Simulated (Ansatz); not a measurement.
# Mn (P6_3/mmc) in Ansatz: convergence with wavefunction cutoff

Aim: find how far wavefunction cutoff must go before the results for Mn settle, at PBE. This setting moves, with any that are tied to it; all else stays.

All numbers are computed with Ansatz 0.2.0; they aren't measurements. Logs are shortened: lines on timing, memory, paths and dates and some standing lists are left out, and cuts for length are marked.

### Step 1. The structure

The structure is hexagonal, space group P6_3/mmc (No. 194). Conventional cell: a = 2.484 Å, b = 2.484 Å, c = 4.026 Å, α = 90.00°, β = 90.00°, γ = 120.00°. Mn (site symmetry -6m2) is surrounded by 12 Mn at 2.47 to 2.48 Å.

This isn't the form of Mn at room conditions, which is a 58-atom cubic cell.

### Step 2. With wavefunction cutoff 400 eV

The input, input.yaml:

```yaml
crystal:
  lattice:
    - [2.4836457705, 0.0, 0.0]
    - [-1.2418228853, 2.1509003313, 0.0]
    - [0.0, 0.0, 4.026195]
  atoms:
    - { symbol: Mn, position: [0.3333333333, 0.6666666667, 0.25], spin: 4.0 }
    - { symbol: Mn, position: [0.6666666667, 0.3333333333, 0.75], spin: 4.0 }
hamiltonian:
  xc: pbe
  pseudopotentials: { kind: nc, accuracy: standard }
magnetization:
  spin_polarized: true
kpoints:
  mp_grid: { grid: [10, 10, 6] }
scf:
  occupations: { method: methfessel_paxton, width: 0.05 }
output:
  forces: true
  stress: true
  eigenvalues: true
basis:
  ecutwfc: "400 eV"
```

Potentials or basis: PseudoDojo standard (PBE files).

Command:

```bash
$ ansatz run input.yaml --threads 2 --pin off --max-ram 5632MiB --backend cpu --events-out ev --progress --plain --runs-dir out
```

It took 4.6 s on 2 threads of Intel Xeon at 2.70GHz, shared host; peak memory 0.29 GiB.

Results:

```yaml
Free_energy: -5799.6936 eV
Pressure: -58.6 GPa
Band_gap_on_the_k_mesh: none (metal or under the smearing width)
Net_moment: 0.00 μB per cell
Absolute_moment: 0.00 μB per cell
```

### Step 3. With wavefunction cutoff 500 eV

input.yaml: that of step 2 with these lines changed.

```diff
@@ -22,2 +22,2 @@
 basis:
-  ecutwfc: "400 eV"
+  ecutwfc: "500 eV"
```

Potentials or basis: PseudoDojo standard (PBE files).

Command:

```bash
$ ansatz run input.yaml --threads 2 --pin off --max-ram 5632MiB --backend cpu --events-out ev --progress --plain --runs-dir out
```

Run time: 5.2 s. Hardware: 2 threads of Intel Xeon at 2.70GHz, shared host; peak memory 0.3 GiB.

What came out:

- Free energy: -5867.2364 eV
- Pressure: -25.5 GPa
- Band gap on the k mesh: none (metal or under the smearing width)
- Net moment: 0.00 μB per cell
- Absolute moment: 0.00 μB per cell

### Step 4. With wavefunction cutoff 600 eV

input.yaml: that of step 3 with these lines changed.

```diff
@@ -22,2 +22,2 @@
 basis:
-  ecutwfc: "500 eV"
+  ecutwfc: "600 eV"
```

Command:

```bash
$ ansatz run input.yaml --threads 2 --pin off --max-ram 5632MiB --backend cpu --events-out ev --progress --plain --runs-dir out
```

It took 7.5 s on 2 threads of Intel Xeon at 2.70GHz, shared host; peak memory 0.32 GiB.

What came out:

- Free energy: -5898.4665 eV
- Pressure: -55.3 GPa
- Band gap on the k mesh: none (metal or under the smearing width)
- Net moment: 0.00 μB per cell
- Absolute moment: 0.00 μB per cell

### Step 5. With wavefunction cutoff 700 eV

input.yaml: that of step 4 with these lines changed.

```diff
@@ -22,2 +22,2 @@
 basis:
-  ecutwfc: "600 eV"
+  ecutwfc: "700 eV"
```

Command:

```bash
$ ansatz run input.yaml --threads 2 --pin off --max-ram 5632MiB --backend cpu --events-out ev --progress --plain --runs-dir out
```

Wall time 4.7 s (2 threads of Intel Xeon at 2.70GHz, shared host); peak memory 0.34 GiB.

What came out:

* Free energy: -5915.5090 eV
* Pressure: 31.5 GPa
* Band gap on the k mesh: none (metal or under the smearing width)
* Net moment: 0.00 μB per cell
* Absolute moment: 0.00 μB per cell

### Step 6. With wavefunction cutoff 850 eV

input.yaml: that of step 5 with these lines changed.

```diff
@@ -22,2 +22,2 @@
 basis:
-  ecutwfc: "700 eV"
+  ecutwfc: "850 eV"
```

Potentials or basis: PseudoDojo standard (PBE files).

Command:

```bash
$ ansatz run input.yaml --threads 2 --pin off --max-ram 5632MiB --backend cpu --events-out ev --progress --plain --runs-dir out
```

Wall time 8.8 s (2 threads of Intel Xeon at 2.70GHz, shared host); peak memory 0.37 GiB.

The run converged. Its results:

| Quantity | Value |
| --- | --- |
| Free energy | -5924.8723 eV |
| Pressure | -15.1 GPa |
| Band gap on the k mesh | none (metal or under the smearing width) |
| Net moment | 0.00 μB per cell |
| Absolute moment | 0.00 μB per cell |

### Step 7. With wavefunction cutoff 1000 eV

input.yaml: that of step 6 with these lines changed.

```diff
@@ -22,2 +22,2 @@
 basis:
-  ecutwfc: "850 eV"
+  ecutwfc: "1000 eV"
```

Command:

```bash
$ ansatz run input.yaml --threads 2 --pin off --max-ram 5632MiB --backend cpu --events-out ev --progress --plain --runs-dir out
```

It took 10 s on 2 threads of Intel Xeon at 2.70GHz, shared host; peak memory 0.41 GiB.

The run converged. Its results:

| Property | Result |
| --- | --- |
| Free energy | -5927.0969 eV |
| Pressure | 0.1 GPa |
| Band gap on the k mesh | none (metal or under the smearing width) |
| Net moment | 0.00 μB per cell |
| Absolute moment | 0.00 μB per cell |

### Step 8. With wavefunction cutoff 1200 eV

input.yaml: that of step 7 with these lines changed.

```diff
@@ -22,2 +22,2 @@
 basis:
-  ecutwfc: "1000 eV"
+  ecutwfc: "1200 eV"
```

Command:

```bash
$ ansatz run input.yaml --threads 2 --pin off --max-ram 5632MiB --backend cpu --events-out ev --progress --plain --runs-dir out
```

Run time: 13 s. Hardware: 2 threads of Intel Xeon at 2.70GHz, shared host; peak memory 0.44 GiB.

It converged, with:

```
Free energy            : -5927.4137 eV
Pressure               : -1.4 GPa
Band gap on the k mesh : none (metal or under the smearing width)
Net moment             : 0.00 μB per cell
Absolute moment        : 0.00 μB per cell
```

### Step 9. With wavefunction cutoff 1400 eV

input.yaml: that of step 8 with these lines changed.

```diff
@@ -22,2 +22,2 @@
 basis:
-  ecutwfc: "1200 eV"
+  ecutwfc: "1400 eV"
```

Potentials or basis: PseudoDojo standard (PBE files).

Command:

```bash
$ ansatz run input.yaml --threads 2 --pin off --max-ram 5632MiB --backend cpu --events-out ev --progress --plain --runs-dir out
```

Run time: 14 s. Hardware: 2 threads of Intel Xeon at 2.70GHz, shared host; peak memory 0.48 GiB.

Results (log left out):

- Free energy: -5927.4205 eV
- Pressure: -1.3 GPa
- Band gap on the k mesh: none (metal or under the smearing width)
- Net moment: 0.00 μB per cell
- Absolute moment: 0.00 μB per cell

### Step 10. With wavefunction cutoff 1700 eV

input.yaml: that of step 9 with these lines changed.

```diff
@@ -22,2 +22,2 @@
 basis:
-  ecutwfc: "1400 eV"
+  ecutwfc: "1700 eV"
```

Potentials or basis: PseudoDojo standard (PBE files).

Command:

```bash
$ ansatz run input.yaml --threads 2 --pin off --max-ram 5632MiB --backend cpu --events-out ev --progress --plain --runs-dir out
```

The log of the run:

```text
Warning: RAYON_NUM_THREADS=2 ignored (pool sized by the plan → 2); use --threads N
Engine: ansatz 0.2.0, x86_64-unknown-linux-gnu
Pseudopotentials: kind: nc
Pseudopotential: Mn, nc, valence charge 15, recommended cutoff 1306.14654 eV (normal), Mn.nc.azcp (PseudoDojo's, or run here from an input of PseudoDojo's; its table is named by hamiltonian.pseudopotentials.accuracy)
Functional definition: PBE
  parameter kappa = 0.804
  parameter beta = 0.06672455060314922
  exchange = pbe_x(kappa = kappa, mu = beta*pi^2/3)
  correlation = pbe_c(beta = beta)
Crystal: 2 atoms, lattice volume = 21.508 Å³
Basis set: ecut = 1700 eV, 3441 PW (Γ), exchange–correlation on 72×72×120 points (8 copies of the dense FFT grid, shifted against one another)
Bands: 23, of which v1, the nominal top of the filled ones, is band 15 counted from 1 (14 counted from 0)
Symmetry: 24 space group operations
Space group: P63/mmc (ITA 194), of the structure as read, at distance tolerance 2.8e-5 Å
Magnetic group: BNS 194.263 (UNI 1493), of the structure as read, at distance tolerance 2.8e-5 Å
k-points: 56 of 600
Non-local potential: Mn, projectors of the file, l = 0: 2, l = 1: 2, l = 2: 2
Initial density: superposition of atomic densities (chi_scale 0.1, normalization cell)
Starting moments: Σ|m| = 8 μB on 2 of 2 sites
Initial wavefunctions: pseudopotential atomic-orbital guess
Functional: x = pbe(κ = 0.804, μ = 0.2195149727645171), c = pbe(β = 0.06672455060314922)
iter 1 solved again at ethr=1.56e-3 eV; its pass at ethr=3.10e-3 eV (dr2=4.69e-1 eV) is discarded
SCF iter   1: F=—  HF=-5925.279917 eV  |F-HF|=—  |Δ(HF+E_count)|=         —  Δρ=2.07e-1 (↑2.07e-1 ↓1.66e-1)  dr2=4.68e-1  dr2_m=6.79e0  M=5.207 μB ∫|m|=5.209 μB  β_m=0.30  ethr=1.56e-3  ⟨swp⟩=1.0  Hψ=14335  notcnv=0
preconditioner: auto → none  [metal: Δε(μ)=0.005 eV  Ē_g=9.494 eV  σ=0.050 eV  W_gap=0.09  n_scr=2 (ndim 8)  ℏωp=30.0 eV  f_vac=0.000  D(μ)=6.55/eV (n_scr^D=134)  sad-step TF]
SCF iter   2: F=—  HF=-5925.712972 eV  |F-HF|=—  |Δ(HF+E_count)|=   4.33e-1  S|Δr|=    0.00e0  Δρ=1.61e-1 (↑1.61e-1 ↓1.35e-1)  dr2=2.18e-1  dr2_m=4.29e0  M=4.767 μB ∫|m|=4.777 μB  β_m=0.30  ethr=1.56e-3  ⟨swp⟩=2.4  Hψ=3672  notcnv=0
[... 17 lines left out ...]
SCF converged after 15 iterations
Magnetization: 0.0000 μB (15.0000 up, 15.0000 down)
Absolute magnetization: 0.0000 μB (∫|ρ↑−ρ↓|)
Spin contamination: 0.0000 ħ² per cell (⟨S²⟩ above its minimum at these occupations)
Per-site moments (μB) at R_I (Å): [(1.861883002016343e-8, 1.0195283593829112), (1.8618830197354963e-8, 1.0195283593829112)]
Free energy (F): -5927.421167 eV
Harris-Foulkes:  -5927.421167 eV  (|F-HF|=6.37e-12)
Internal energy: -5927.421152 eV  (E = F + TS)
E sigma→0 (E₀):  -5927.421163 eV
Entropy (-TS):   -0.000014 eV (-0.007 meV/atom)
Fermi energy:    20.208094 eV
--- Per-component energies (eV) ---
  E_band       = -315.287046
  E_kinetic    = 2602.601941
  E_local      = -4176.821783  (includes V_loc(G=0)·N_el)
  E_nonlocal   = -376.109218
  E_hartree    = 1255.584495
  E_xc         = -993.380139
  E_vxc        = -876.126854  (∫ρ·V_xc dr)
  E_ewald      = -4239.296449
  E_smearing   = -0.000014  (= −TS)
  E_closure    = -0.000000  (closes the sum)
  Σ components = -5927.421167   (vs F -5927.421167, Δ=0.00e0)
--- Forces (eV/Å), atoms counted from 1 ---
  atom   1  Mn     0.00000000    -0.00000000    -0.00000000
  atom   2  Mn    -0.00000000     0.00000000     0.00000000
  max |Σ_I F_I| component: 1.85e-17 eV/Å
--- Stress (GPa, compression-positive) ---
       -1.124416       0.000000       0.000000
        0.000000      -1.124416      -0.000000
        0.000000      -0.000000      -1.629553
  P = ⅓ Tr σ = -1.2928 GPa (-12.928 kbar)
--- Band table (eV; the first three rows and the last of 112) ---
  k-point 0 ↑: bands = ["-59.0227", "-58.8623", "-28.0727", "-27.4084", "-27.4084", "-27.3042", "-27.3042", "-27.2961", "11.9578", "15.7458", "19.2253", "19.2570", "19.2570", "19.7284", "19.7284", "20.2631", "20.2631", "20.8536", "21.8260", "21.8260", "29.4260", "40.9390", "44.2021"]
  k-point 1 ↑: bands = ["-59.0121", "-58.8732", "-28.0221", "-27.4015", "-27.4015", "-27.3496", "-27.3112", "-27.3112", "12.2534", "15.6885", "19.1131", "19.1734", "19.1734", "19.6203", "19.6203", "20.1114", "20.4915", "20.4915", "21.8106", "21.8106", "30.6746", "40.6423", "43.5088"]
  k-point 2 ↑: bands = ["-58.9829", "-58.9028", "-27.8828", "-27.4947", "-27.3825", "-27.3825", "-27.3304", "-27.3304", "13.0883", "15.2866", "18.8445", "18.9965", "19.1027", "19.1027", "19.3851", "19.3851", "20.9541", "20.9541", "21.6962", "21.6962", "33.4804", "39.5292", "42.0138"]
  k-point 55 ↓: bands = ["-58.8315", "-58.8315", "-27.9226", "-27.9226", "-27.7247", "-27.7247", "-27.4351", "-27.4351", "17.0607", "17.0607", "17.8044", "17.8044", "18.5799", "18.5799", "20.2312", "20.2312", "21.9379", "21.9379", "27.0081", "27.0081", "30.4494", "30.4494", "32.5900"]
```

Wall time 16 s (2 threads of Intel Xeon at 2.70GHz, shared host); peak memory 0.57 GiB.

Results:

| Item | Value |
| --- | --- |
| Free energy | -5927.4212 eV |
| Pressure | -1.3 GPa |
| Band gap on the k mesh | none (metal or under the smearing width) |
| Net moment | 0.00 μB per cell |
| Absolute moment | 0.00 μB per cell |

### Step 11. The series at a glance

```csv
wavefunction cutoff,"energy less the tightest run, at zero smearing (meV/atom)",pressure (GPa),SCF cycles,CPU time (s),peak memory (GiB)
400 eV,63863.73,-58.59,22,7.7,0.29
500 eV,30092.42,-25.47,21,8.6,0.3
600 eV,14477.36,-55.31,23,13,0.32
700 eV,5956.03,31.52,14,8.6,0.34
850 eV,1274.37,-15.13,17,16,0.37
1000 eV,162.13,0.11,18,18,0.41
1200 eV,3.71,-1.35,15,22,0.44
1400 eV,0.31,-1.29,15,26,0.48
1700 eV,0.00,-1.29,15,29,0.57
```

Against the tightest run, the energy stays within 1 meV/atom from 1400 eV on; the pressure stays within 0.1 GPa from 1200 eV on. The tightest run that finished is the yardstick and may itself not be fully converged.

Caveats: the starting moments collapsed, and a magnetic state may lie lower; the starting moments weren't kept.
